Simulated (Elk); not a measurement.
# How AgI (Iodargyrite) absorbs and reflects light

Aim: the dielectric function of AgI (Iodargyrite), and the optical constants that follow from it. The cell comes from an older database entry, whose edges can differ from later determinations, mostly by under a per cent.

Program: Elk 11.2.3 (patched build). Level of theory: DFT, PBE, all-electron APW+lo, Dirac cores, scalar-relativistic bands, independent-particle optical response without local fields. Results are calculated unless marked as measured.

The database entry behind the starting cell is an old determination (1935), so it need not match the best structure at ambient conditions.

**1. Set-up**

Symmetry: P6_3mc, No. 186, hexagonal system. The conventional cell has a = 4.590 Å, b = 4.590 Å, c = 7.520 Å, α = 90.00°, β = 90.00°, γ = 120.00°. Nearest to I lie 4 Ag at 2.78 to 2.82 Å. Nearest to Ag lie 4 I at 2.78 to 2.82 Å. Farther neighbours and most contacts between anions are not listed.

**2. Ground state**

The self-consistent density comes first; it also tells whether there is a gap, which decides the occupations and the need for a Drude term.

This step: DFT, PBE, all-electron APW+lo, Dirac cores, scalar-relativistic bands, ground state (Elk 11.2.3 (patched build)).

The input, elk.in:

```
tasks
  0
  120

xctype
  20

nempty
  14

lorbcnd
  .true.

rgkmax
  7.0

swidth
  0.0018375

maxscl
  100

epsengy
  1e-05

sppath
  './'

avec
  8.673842912064 0.000000000000 0.000000000000
  -4.336921456032 7.511768310283 0.000000000000
  0.000000000000 0.000000000000 14.210740457186

atoms
  2
  'I.in'
  2
  0.333333333333 0.666666666667 0.500000000000   0.000 0.000 0.000
  0.666666666667 0.333333333333 0.000000000000   0.000 0.000 0.000
  'Ag.in'
  2
  0.333333333333 0.666666666667 0.130000000000   0.000 0.000 0.000
  0.666666666667 0.333333333333 0.630000000000   0.000 0.000 0.000

ngridk
  8 8 4
```

Launch:

```console
$ OMP_NUM_THREADS=4 elk
```

Numbers of over 12 decimals in the logs are rounded to 6 here.

The program printed:

```text
┌─────────────────────────┐
│ Elk code version 11.2.3 │
└─────────────────────────┘

All units are atomic (Hartree, Bohr, etc.)

┌─────────────────────────────────────────────────┐
│ Ground-state run starting from atomic densities │
└─────────────────────────────────────────────────┘

Lattice vectors :
   8.673842912       0.000000000       0.000000000
  -4.336921456       7.511768310       0.000000000
   0.000000000       0.000000000       14.21074046

Reciprocal lattice vectors :
  0.7243831103      0.4182227837      -0.000000000
   0.000000000      0.8364455675       0.000000000
   0.000000000      -0.000000000      0.4421434144

Unit cell volume      :    925.9135602
Brillouin zone volume :   0.2678978083

Muffin-tin inner radius fraction :   0.1000000000E-01

Nuclei treated as point charges

Species : 1 (I)
 parameters loaded from : I.in
 name : iodine
 nuclear charge    :   -53.00000000
 electronic charge :    53.00000000
 atomic mass :    231332.6972
 muffin-tin radius :    2.600000000
 number of radial points in muffin-tin :   1193
 inner part over the whole radius :   0.9964907323E-02
 number on inner part of muffin-tin    :    851
 approximate nuclear radius :   0.9002358621E-04
 number of mesh points to nuclear radius :    431
 atomic positions (lattice), magnetic fields (Cartesian) :
  1 :   0.00000000  0.00000000  0.00000000    0.00000000  0.00000000  0.00000000
  2 :   0.33333333  0.66666667  0.50000000    0.00000000  0.00000000  0.00000000

Species : 2 (Ag)
 parameters loaded from : Ag.in
 name : silver
 nuclear charge    :   -47.00000000
 electronic charge :    47.00000000
 atomic mass :    196631.6998
 muffin-tin radius :    2.600000000
 number of radial points in muffin-tin :   1193
 inner part over the whole radius :   0.9869554211E-02
 number on inner part of muffin-tin    :    849
 approximate nuclear radius :   0.8648227117E-04
 number of mesh points to nuclear radius :    425
 atomic positions (lattice), magnetic fields (Cartesian) :
  1 :   0.00000000  0.00000000  0.63000000    0.00000000  0.00000000  0.00000000
  2 :   0.33333333  0.66666667  0.13000000    0.00000000  0.00000000  0.00000000

Total number of atoms per unit cell :    4
Total muffin-tin volume :    294.4887066
 ratio of muffin-tin to unit cell volume :   0.3180520507

Spin treatment :
 spin-unpolarised

Number of Bravais lattice symmetries :   24
Number of crystal symmetries         :   12
Crystal has no inversion symmetry
Complex Hermitian eigensolver will be used

k-point grid :      8     8     4
k-point offset :    0.000000000       0.000000000       0.000000000
k-point set is reduced with full crystal symmetry group
Total number of k-points :       40

Muffin-tin radius times maximum |G+k| :    7.000000000
 using average radius
Maximum |G+k| for APW functions       :    2.692307692
Maximum (1/2)|G+k|²                   :    3.624260355
Maximum |G| for potential and density :    12.00000000
Constant for pseudocharge density :    8
 order of it for each species :   15  15
 order of it for pair densities of each species (exact exchange by exxq0 0: 15) :   10  10
Radial integration step length :    1

G-vector grid sizes :     35    35    56
Number of G-vectors :    27127

Maximum angular momentum used for
 APW functions            :    8
 outer part of muffin-tin :    6
 inner part of muffin-tin :    2

Total nuclear charge    :   -200.0000000
Total core charge       :    128.0000000
Total valence charge    :    72.00000000
Total excess charge     :    0.000000000
Total electronic charge :    200.0000000

Effective Wigner radius, rₛ :    1.033912882

Number of empty states         :     56
Total number of valence states :     93
Total number of core states    :    128

Conduction state local-orbitals added automatically
Third-order local-orbitals added for an l without core states : F
Total number of local-orbitals :    262

Exchange-correlation functional :     20     0     0
 Perdew-Burke-Ernzerhof, Phys. Rev. Lett. 77, 3865 (1996)
 gradient requirement :    1
 generalised gradient approximation (GGA)

Smearing type :    3
 Fermi-Dirac
Smearing width :   0.1837500000E-02
Effective electronic temperature (K) :    580.2366081

Mixing type :    3
 Broyden mixing, J. Phys. A: Math. Gen. 17, L317 (1984)

Kohn-Sham potential initialised from atomic data

┌──────────────────────────────┐
│ Self-consistent loop started │
└──────────────────────────────┘

┌─────────────────┐
│ Loop number : 1 │
└─────────────────┘

Energies :
 Fermi                       :     0.13821619439821E-01
 sum of occupied eigenvalues :     -15077.902751004
 electron kinetic            :      26214.108974810
 core electron kinetic       :      25446.297403337
 Coulomb                     :     -50425.600415608
 Coulomb potential           :     -40419.297770671
 nuclear-nuclear             :     -2195.8663710757
 electron-nuclear            :     -56082.544249520
 Hartree                     :      7852.8102049880
 Madelung                    :     -30215.951530273
 xc potential                :     -872.71395514304
 exchange                    :     -651.30269650742
 correlation                 :     -10.745758764056
 electron entropic           :    -0.10756787829565E-07
 total energy                :     -24873.539896081

Density of states at Fermi energy :   0.2505759851E-03
 (states/Hartree/unit cell)

Estimated indirect band gap :   0.4092774077E-01
 from k-point 1 to k-point 1
Estimated direct band gap   :   0.4092774077E-01
 at k-point 1

Charges :
 core                        :    128.0000000
 valence                     :    72.00000000
 interstitial                :    6.529350896
 muffin-tins (core leakage)
  species : 1 (I)
   atom 1                    :    50.94370327     (  0.2024729935E-03)
   atom 2                    :    50.94370327     (  0.2024729935E-03)
  species : 2 (Ag)
   atom 1                    :    45.79162128     ( -0.3322419531E-06)
   atom 2                    :    45.79162128     ( -0.3322419531E-06)
 total in muffin-tins        :    193.4706491
 total calculated charge     :    199.9988569
 total charge                :    200.0000000
 error                       :   0.1143118590E-02

┌─────────────────┐
│ Loop number : 2 │
└─────────────────┘

Energies :
 Fermi                       :     0.14525902989681E-01
 sum of occupied eigenvalues :     -15077.819121386
 electron kinetic            :      26214.131245666
 core electron kinetic       :      25446.216171282
 Coulomb                     :     -50425.717647383
 Coulomb potential           :     -40419.159752019
 nuclear-nuclear             :     -2195.8663710757
 electron-nuclear            :     -56082.916040878
 Hartree                     :      7853.0647645708
 Madelung                    :     -30216.137771374
 xc potential                :     -872.79061503257
 exchange                    :     -651.31207793337
 correlation                 :     -10.745886974968
 electron entropic           :    -0.10112260345591E-07
 total energy                :     -24873.644366636

Density of states at Fermi energy :   0.2343185167E-03
 (states/Hartree/unit cell)

Estimated indirect band gap :   0.4117586218E-01
 from k-point 1 to k-point 1
Estimated direct band gap   :   0.4117586218E-01
 at k-point 1

Charges :
 core                        :    128.0000000
 valence                     :    72.00000000
 interstitial                :    6.524465648
 muffin-tins (core leakage)
  species : 1 (I)
   atom 1                    :    50.94331192     (  0.2024406824E-03)
   atom 2                    :    50.94331192     (  0.2024406824E-03)
  species : 2 (Ag)
   atom 1                    :    45.79445525     ( -0.3322424682E-06)
   atom 2                    :    45.79445525     ( -0.3322424682E-06)
 total in muffin-tins        :    193.4755344
 total calculated charge     :    199.9988570
 total charge                :    200.0000000
 error                       :   0.1143043883E-02

RMS change in Kohn-Sham potential (target) :   0.1088259480     (  0.1000000000E-05)
Absolute change in total energy (target)   :   0.1044705555     (  0.1000000000E-04)

[... 14 loops left out ...]

┌──────────────────┐
│ Loop number : 17 │
└──────────────────┘

Energies :
 Fermi                       :     0.110519
 sum of occupied eigenvalues :     -15059.657493440
 electron kinetic            :      26217.759197029
 core electron kinetic       :      25445.054854320
 Coulomb                     :     -50428.151339047
 Coulomb potential           :     -40412.993937701
 nuclear-nuclear             :     -2195.8663710757
 electron-nuclear            :     -56093.822364383
 Hartree                     :      7861.5373964117
 Madelung                    :     -30221.654370197
 xc potential                :     -864.42275276835
 exchange                    :     -651.61095174383
 correlation                 :     -10.749796520793
 electron entropic           :    -0.13508398632264E-08
 total energy                :     -24872.752890284

Density of states at Fermi energy :   0.2668999806E-04
 (states/Hartree/unit cell)

Estimated indirect band gap :   0.4929507510E-01
 from k-point 1 to k-point 1
Estimated direct band gap   :   0.4929507510E-01
 at k-point 1

Charges :
 core                        :    128.0000000
 valence                     :    72.00000000
 interstitial                :    6.296878687
 muffin-tins (core leakage)
  species : 1 (I)
   atom 1                    :    50.95583954     (  0.1998052978E-03)
   atom 2                    :    50.95583954     (  0.1998052978E-03)
  species : 2 (Ag)
   atom 1                    :    45.89572111     ( -0.3322597522E-06)
   atom 2                    :    45.89572111     ( -0.3322597522E-06)
 total in muffin-tins        :    193.7031213
 total calculated charge     :    199.9988647
 total charge                :    200.0000000
 error                       :   0.1135274226E-02

RMS change in Kohn-Sham potential (target) :   0.5071941036E-08 (  0.1000000000E-05)
Absolute change in total energy (target)   :   0.2963643055E-06 (  0.1000000000E-04)

Convergence targets achieved

┌──────────────────┐
│ Loop number : 18 │
└──────────────────┘

Energies :
 Fermi                       :     0.110519
 sum of occupied eigenvalues :     -15059.657493212
 electron kinetic            :      26217.759197102
 core electron kinetic       :      25445.054854353
 Coulomb                     :     -50428.151339079
 Coulomb potential           :     -40412.993937744
 nuclear-nuclear             :     -2195.8663710757
 electron-nuclear            :     -56093.822364395
 Hartree                     :      7861.5373963918
 Madelung                    :     -30221.654370207
 xc potential                :     -864.42275257080
 exchange                    :     -651.61095174275
 correlation                 :     -10.749796520845
 electron entropic           :    -0.13508402004549E-08
 total energy                :     -24872.752890242

Density of states at Fermi energy :   0.2669000515E-04
 (states/Hartree/unit cell)

Estimated indirect band gap :   0.4929507413E-01
 from k-point 1 to k-point 1
Estimated direct band gap   :   0.4929507413E-01
 at k-point 1

Charges :
 core                        :    128.0000000
 valence                     :    72.00000000
 interstitial                :    6.296878689
 muffin-tins (core leakage)
  species : 1 (I)
   atom 1                    :    50.95583954     (  0.1998052998E-03)
   atom 2                    :    50.95583954     (  0.1998052998E-03)
  species : 2 (Ag)
   atom 1                    :    45.89572111     ( -0.3322612194E-06)
   atom 2                    :    45.89572111     ( -0.3322612194E-06)
 total in muffin-tins        :    193.7031213
 total calculated charge     :    199.9988647
 total charge                :    200.0000000
 error                       :   0.1135274230E-02

┌──────────────────────────────┐
│ Self-consistent loop stopped │
└──────────────────────────────┘

Warning : core states of species 1 leak from the muffin-tin :   0.1998052998E-03

Wrote STATE.OUT
```

Elapsed: 53 s, on 4 threads of Arm Neoverse V2, shared host; peak memory 0.26 GiB.

Numbers from this step:

```
total energy           : -24873 Ha
Fermi energy           : 3.007 eV
DOS at the Fermi level : 9.81e-7 states/eV/cell
gap on the k-mesh      : 1.341 eV
direct gap on the mesh : 1.341 eV
```

There is a gap, 1.34 eV on this mesh (points off the mesh can give less), so no carriers' term is needed.

[end of part 1 of 2]

[Machine, clock and banner lines and Python warnings are left out of the logs.]

[Logs are printed without paths, hosts, clocks, repeated set-up lines and the standing remarks that a program may print on its own settings, such as how far it seeks lower states.]

[Hosts, paths, dates, database ids (printed as entryN), source tags and the programs' standing remarks are cut or masked in the printed files.]
